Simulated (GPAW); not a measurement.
# InAs (F-43m) in GPAW: further runs, part 2 of 3

GPAW 26.7.0.

## 4. Electron localisation function, LDA

run.py reads:

```python
import spglib
from ase import Atoms
from ase.dft.bandgap import bandgap
from ase.io import read, write
from ase.units import Bohr, GPa
from gpaw import GPAW, PW, setup_paths
from gpaw.elf import elf_from_dft_calculation

setup_paths.insert(0, '.')

atoms = read('InAs.cif')
cell, positions, numbers = spglib.find_primitive(
    (atoms.cell[:], atoms.get_scaled_positions(), atoms.numbers), symprec=1e-4)
atoms = Atoms(numbers, cell=cell, scaled_positions=positions, pbc=True)

calc = GPAW(mode=PW(510),
            xc='LDA',
            kpts={'size': (4, 4, 4), 'gamma': True},
            occupations={'name': 'fermi-dirac', 'width': 0.01},
            nbands=18,
            convergence={'density': 1e-05, 'energy': 1e-05},
            maxiter=150,
            txt='gpaw.txt')
atoms.calc = calc
energy = atoms.get_potential_energy()
forces = atoms.get_forces()
stress = atoms.get_stress()
calc.write('gs.gpw')
write('result.traj', atoms)
print(f'Energy: {energy:.6f} eV')
print('Forces (eV/A):')
print(forces.round(4))
print('Stress (GPa):', (stress / GPa).round(3))
print('Fermi level:', round(calc.get_fermi_level(), 4), 'eV')
print(f'Gap: {bandgap(calc)[0]:.4f} eV, direct: {bandgap(calc, direct=True)[0]:.4f} eV')

# fields on the real-space grid
write('density.cube', atoms, data=calc.get_pseudo_density() * Bohr**3)
write('potential.cube', atoms, data=calc.get_electrostatic_potential())
write('elf.cube', atoms, data=elf_from_dft_calculation(calc).data)
```

InAs.cif reads:

```cif
data_InAs
_cell_length_a 6.03600000
_cell_length_b 6.03600000
_cell_length_c 6.03600000
_cell_angle_alpha 90.00000000
_cell_angle_beta 90.00000000
_cell_angle_gamma 90.00000000
_space_group_name_H-M_alt 'F-43m'
_space_group_name_Hall 'F -4 2 3'
_space_group_IT_number 216
loop_
_space_group_symop_operation_xyz
'x,y,z'
'y,-x,-z'
'-x,-y,z'
'-y,x,-z'
'x,-y,-z'
'y,x,z'
'-x,y,-z'
'-y,-x,z'
'z,x,y'
'-z,y,-x'
'z,-x,-y'
'-z,-y,x'
'-z,x,-y'
'z,y,x'
'-z,-x,y'
'z,-y,-x'
'y,z,x'
'-x,-z,y'
'-y,z,-x'
'x,-z,-y'
'-y,-z,x'
'x,z,y'
'y,-z,-x'
'-x,z,-y'
'x,y+1/2,z+1/2'
'y,-x+1/2,-z+1/2'
'-x,-y+1/2,z+1/2'
'-y,x+1/2,-z+1/2'
'x,-y+1/2,-z+1/2'
'y,x+1/2,z+1/2'
'-x,y+1/2,-z+1/2'
'-y,-x+1/2,z+1/2'
'z,x+1/2,y+1/2'
'-z,y+1/2,-x+1/2'
'z,-x+1/2,-y+1/2'
'-z,-y+1/2,x+1/2'
'-z,x+1/2,-y+1/2'
'z,y+1/2,x+1/2'
'-z,-x+1/2,y+1/2'
'z,-y+1/2,-x+1/2'
'y,z+1/2,x+1/2'
'-x,-z+1/2,y+1/2'
'-y,z+1/2,-x+1/2'
'x,-z+1/2,-y+1/2'
'-y,-z+1/2,x+1/2'
'x,z+1/2,y+1/2'
'y,-z+1/2,-x+1/2'
'-x,z+1/2,-y+1/2'
'x+1/2,y,z+1/2'
'y+1/2,-x,-z+1/2'
'-x+1/2,-y,z+1/2'
'-y+1/2,x,-z+1/2'
'x+1/2,-y,-z+1/2'
'y+1/2,x,z+1/2'
'-x+1/2,y,-z+1/2'
'-y+1/2,-x,z+1/2'
'z+1/2,x,y+1/2'
'-z+1/2,y,-x+1/2'
'z+1/2,-x,-y+1/2'
'-z+1/2,-y,x+1/2'
'-z+1/2,x,-y+1/2'
'z+1/2,y,x+1/2'
'-z+1/2,-x,y+1/2'
'z+1/2,-y,-x+1/2'
'y+1/2,z,x+1/2'
'-x+1/2,-z,y+1/2'
'-y+1/2,z,-x+1/2'
'x+1/2,-z,-y+1/2'
'-y+1/2,-z,x+1/2'
'x+1/2,z,y+1/2'
'y+1/2,-z,-x+1/2'
'-x+1/2,z,-y+1/2'
'x+1/2,y+1/2,z'
'y+1/2,-x+1/2,-z'
'-x+1/2,-y+1/2,z'
'-y+1/2,x+1/2,-z'
'x+1/2,-y+1/2,-z'
'y+1/2,x+1/2,z'
'-x+1/2,y+1/2,-z'
'-y+1/2,-x+1/2,z'
'z+1/2,x+1/2,y'
'-z+1/2,y+1/2,-x'
'z+1/2,-x+1/2,-y'
'-z+1/2,-y+1/2,x'
'-z+1/2,x+1/2,-y'
'z+1/2,y+1/2,x'
'-z+1/2,-x+1/2,y'
'z+1/2,-y+1/2,-x'
'y+1/2,z+1/2,x'
'-x+1/2,-z+1/2,y'
'-y+1/2,z+1/2,-x'
'x+1/2,-z+1/2,-y'
'-y+1/2,-z+1/2,x'
'x+1/2,z+1/2,y'
'y+1/2,-z+1/2,-x'
'-x+1/2,z+1/2,-y'
loop_
_atom_site_label
_atom_site_type_symbol
_atom_site_symmetry_multiplicity
_atom_site_Wyckoff_symbol
_atom_site_fract_x
_atom_site_fract_y
_atom_site_fract_z
_atom_site_occupancy
In1 In 4 a 0.0000000000 0.0000000000 0.0000000000 1
As1 As 4 c 0.2500000000 0.2500000000 0.2500000000 1
```

Potentials or basis: PAW data sets generated in the run's folder for this functional, pw.

Run with:

```
$ gpaw-setup -f LDA As In
$ OMP_NUM_THREADS=1 python run.py
```

gpaw.txt:

```text
__  _  _
 | _ |_)|_||  |
 |__||  | ||/\| - 26.7.0

Input parameters:
  mode=PW(ecut=510.0),
  convergence={'density': 1e-05, 'energy': 1e-05},
  kpts=MonkhorstPack(size=(4, 4, 4), gamma=True),
  maxiter=150,
  nbands=18,
  occupations=Occupations(name='fermi-dirac', width=0.01),
  xc=XC(name='LDA')

Diagonalizing LCAO Hamiltonian
Converting LCAO to pw mode

            As

       In

Atoms  # Å, Bohr magnetons
|   | symbol |        x |        y |        z |    initial magnetic moments |
|---|--------|----------|----------|----------|-----------------------------|
| 0 |     In | 0.000000 | 0.000000 | 0.000000 | ( 0.0000,  0.0000,  0.0000) |
| 1 |     As | 1.509000 | 1.509000 | 1.509000 | ( 0.0000,  0.0000,  0.0000) |

Unit cell  # Å
| periodic |        x |        y |        z |  lengths |    angles |
|----------|----------|----------|----------|----------|-----------|
|      yes | 0.000000 | 3.018000 | 3.018000 | 4.268097 | 60.000000 |
|      yes | 3.018000 | 0.000000 | 3.018000 | 4.268097 | 60.000000 |
|      yes | 3.018000 | 3.018000 | 0.000000 | 4.268097 | 60.000000 |

Number of symmetries: 24
Symmetry operations  # r_c * U_cc + t_c -> r_c
|    | kind |            matrix            |
|----|------|------------------------------|
|  0 |  E   |  1, 0, 0,  0, 1, 0,  0, 0, 1 |
|  1 |  σ   |  1, 0, 0,  0, 0, 1,  0, 1, 0 |
|  2 |  σ   |  1, 0,-1,  0, 1,-1,  0, 0,-1 |
|  3 |  C3  |  1, 0,-1,  0, 0,-1,  0, 1,-1 |
|  4 |  C3  |  1,-1, 0,  0,-1, 1,  0,-1, 0 |
|  5 |  σ   |  1,-1, 0,  0,-1, 0,  0,-1, 1 |
|  6 |  σ   |  0, 1, 0,  1, 0, 0,  0, 0, 1 |
|  7 |  C3  |  0, 1, 0,  0, 0, 1,  1, 0, 0 |
|  8 |  C2  |  0, 1,-1,  1, 0,-1,  0, 0,-1 |
|  9 |  S4  |  0, 1,-1,  0, 0,-1,  1, 0,-1 |
| 10 |  C3  |  0, 0, 1,  1, 0, 0,  0, 1, 0 |
| 11 |  σ   |  0, 0, 1,  0, 1, 0,  1, 0, 0 |
| 12 |  S4  |  0, 0,-1,  1, 0,-1,  0, 1,-1 |
| 13 |  C3  |  0, 0,-1,  0, 1,-1,  1, 0,-1 |
| 14 |  S4  |  0,-1, 1,  1,-1, 0,  0,-1, 0 |
| 15 |  C2  |  0,-1, 1,  0,-1, 0,  1,-1, 0 |
| 16 |  C3  |  0,-1, 0,  1,-1, 0,  0,-1, 1 |
| 17 |  S4  |  0,-1, 0,  0,-1, 1,  1,-1, 0 |
| 18 |  S4  | -1, 1, 0, -1, 0, 1, -1, 0, 0 |
| 19 |  C3  | -1, 1, 0, -1, 0, 0, -1, 0, 1 |
| 20 |  C3  | -1, 0, 1, -1, 1, 0, -1, 0, 0 |
| 21 |  S4  | -1, 0, 1, -1, 0, 0, -1, 1, 0 |
| 22 |  σ   | -1, 0, 0, -1, 1, 0, -1, 0, 1 |
| 23 |  C2  | -1, 0, 0, -1, 0, 1, -1, 1, 0 |

BZ-sampling:
  Number of BZ points: 64
  Number of IBZ points: 8

  Monkhorst-Pack size: [4, 4, 4]
  Monkhorst-Pack shift: [0.125, 0.125, 0.125]

K-points  # in reciprocal-cell coordinates
|   |                                coordinates |     weight |
|---|--------------------------------------------|------------|
| 0 | (  0.00000000,   0.00000000,   0.00000000) | 0.01562500 |
| 1 | (  0.25000000,   0.25000000,   0.00000000) | 0.09375000 |
| 2 | (  0.25000000,   0.25000000,   0.25000000) | 0.12500000 |
| 3 | (  0.50000000,   0.25000000,  -0.25000000) | 0.09375000 |
| 4 | (  0.50000000,   0.25000000,   0.25000000) | 0.18750000 |
| 5 | (  0.50000000,   0.50000000,   0.00000000) | 0.04687500 |
| 6 | (  0.50000000,   0.50000000,   0.25000000) | 0.37500000 |
| 7 | (  0.50000000,   0.50000000,   0.50000000) | 0.06250000 |

Plane wave coefficients: 1459
Cutoff: 510.0 eV

Spin-components: 1 (collinear spins)
Bands:           18
Projectors:      11
Spin-degeneracy: 2
Datatype:        complex128

Parallelization:
  kpt:    1
  domain: 1
  band:   1

Density:
  Valence electrons: 18.0
  Components: 1
  Grid points: [24 24 24]
  Charge: 0.0  # |e|

Potential:
  Grid points: [24 24 24]

species:
  In:
    name:    Indium
    Z:       49.0
    valence: 13
    core:    36
    charge:  0.0  # [|e|]
    compensation charges:
      type: gauss
      rc: 0.36  # [Å]
      lmax: 2
    cutoffs:
      filter: 2.09  # [Å]
      core: 2.48  # [Å]
    projectors
    | kind |    occ | energy [eV] | rcut [Å] |
    |------|--------|-------------|----------|
    |   5s |  2.000 |      -8.474 |    1.185 |
    |   5p |  1.000 |      -2.700 |    1.244 |
    |   4d | 10.000 |     -18.723 |    1.148 |
    |    s |        |      18.738 |    1.185 |
    |    p |        |      24.512 |    1.244 |
    |    d |        |       8.489 |    1.148 |

    Using partial waves for In as LCAO basis

  As:
    name:    Arsenic
    Z:       33.0
    valence: 5
    core:    28
    charge:  0.0  # [|e|]
    compensation charges:
      type: gauss
      rc: 0.33  # [Å]
      lmax: 2
    cutoffs:
      filter: 1.87  # [Å]
      core: 2.96  # [Å]
    projectors
    | kind |    occ | energy [eV] | rcut [Å] |
    |------|--------|-------------|----------|
    |   4s |  2.000 |     -14.692 |    1.058 |
    |   4p |  3.000 |      -5.342 |    1.058 |
    |    s |        |      12.520 |    1.058 |
    |    p |        |      21.869 |    1.058 |
    |    d |        |       0.000 |    1.058 |

    Using partial waves for As as LCAO basis

Reference energy: -221254.198237  # eV

eigensolver:
  PPCG
  Converge bands: occupied
  niter=2

density mixing:
  MSR1-Mixer
  Pratt-step length: 0.05
  Maximum mixing coefficient: 0.75
  Old densities: 10
  SVD Regularization: 0.005
  Good broyden scale: 1.0
  Trust region scale: 1.0
  Backstep threshold: 4.0
  History deletion threshold: 6.0
  Fourier metric: weight=20.0, sigma=0.015

occupation numbers:
  Fermi-Dirac:
    width: 0.0100  # eV

poisson solver:
  ecut: 4080.0  # eV

xc functional:
  name: None

convergence criteria:
- Maximum integral of absolute [dens]ity change: 1e-05 electrons / valence electron
- Maximum [total energy] change in last 3 cyles: 1e-05 eV / valence electron
- Maximum integral of absolute [eigenst]ate change: 4e-08 eV^2 / valence electron
maximum number of iterations: 150

SCF iterations
|iter     | |      energy | eigst |  dens |
|---------|-|-------------|-------|-------|
|iter:   1| |   -9.399346 | -0.38 |       |
|iter:   2| |   -9.346810 | -2.40 | -1.17 |
|iter:   3| |   -9.124296 | -1.98 | -1.21 |
|iter:   4| |   -9.120736 | -3.50 | -1.82 |
|iter:   5| |   -9.120316 | -4.25 | -2.38 |
|iter:   6| |   -9.120328 | -5.81 | -3.17 |
|iter:   7| |   -9.120329c| -6.79 | -3.66 |
|iter:   8| |   -9.120329c| -7.52c| -4.74 |
|iter:   9| |   -9.120329c| -8.40c| -5.36c|

Converged in 9 steps
Energy contributions relative to reference atoms: (reference = -221254.198237)

Energy contributions:
  Kinetic:          24.436844
  Coulomb:         -22.387287
  Zero:              0.131755
  External:          0.000000
  Xc:              -11.301343
  Entropy:          -0.000597
  Spinorbit:         0.000000
  ----------------------------
  Free energy:      -9.120627
  Extrapolated:     -9.120329

dipole moment: (-23.602424, -23.602424, -23.602424)  # |e|*Ang

Fermi level: 4.647
Eigenvalues  # (at kpt = [0.000, 0.000, 0.000])
| band index |      eig [eV] | occ [0-2] |
|------------|---------------|-----------|
|          0 |        -9.661 |     2.000 |
|        ... |               |           |
|          2 |        -9.661 |     2.000 |
|          3 |        -9.529 |     2.000 |
|          4 |        -9.529 |     2.000 |
|          5 |        -7.333 |     2.000 |
|          6 |         4.219 |     2.000 |
|          7 |         4.640 |     1.333 |
[... 8 lines left out ...]
|         16 |        14.977 |     0.000 |
|         17 |        14.977 |     0.000 |

No gap
No difference between direct/indirect transitions

Forces  # eV/Ang
|        x |        y |        z |
|----------|----------|----------|
|  0.00000 | -0.00000 |  0.00000 |  # In   0
| -0.00000 | -0.00000 | -0.00000 |  # As   1

Stress tensor  # eV/Ang^3
|         x |         y |         z |
|-----------|-----------|-----------|
|  0.001857 | -0.000000 | -0.000000 |
| -0.000000 |  0.001857 |  0.000000 |
| -0.000000 |  0.000000 |  0.001857 |

# Writing to gs.gpw (mode='')
```

Run time: 7.9 s. Hardware: 1 thread of Intel Xeon at 2.60GHz (Ice Lake), shared host; peak memory 0.14 GiB.

Results:

```
Free energy            : -9.1206 eV
Pressure               : -0.3 GPa
Band gap on the k mesh : none (metal or under the smearing width)
```

Levels at points of the mesh, in eV from the Fermi level:
| k point | band 5 | band 6 | band 7 | band 8 | band 9 | band 10 | band 11 | band 12 | band 13 | band 14 |
| --- | --- | --- | --- | --- | --- | --- | --- | --- | --- | --- |
| (0.00, 0.00, 0.00) | -14.18 | -11.98 | -0.43 | -0.01 | -0.01 | -0.01 | 3.77 | 3.77 | 3.77 | 7.27 |
| (0.50, 0.50, 0.00) | -14.15 | -9.92 | -5.98 | -2.39 | -2.39 | 1.37 | 1.92 | 9.02 | 9.14 | 9.14 |
| (0.50, 0.50, 0.50) | -14.17 | -10.47 | -5.91 | -1.03 | -1.03 | 0.77 | 4.57 | 4.57 | 6.67 | 8.86 |

Caveat: the k mesh is coarse (spacing up to 0.45 Å⁻¹), so the values aren't converged; the cutoff is short for stress and forces, so pressures can be off by a GPa or more; this crystal is a semiconductor, whose small gap the functional closes, so the metal is an error of the method.

[end of part 2 of 3]
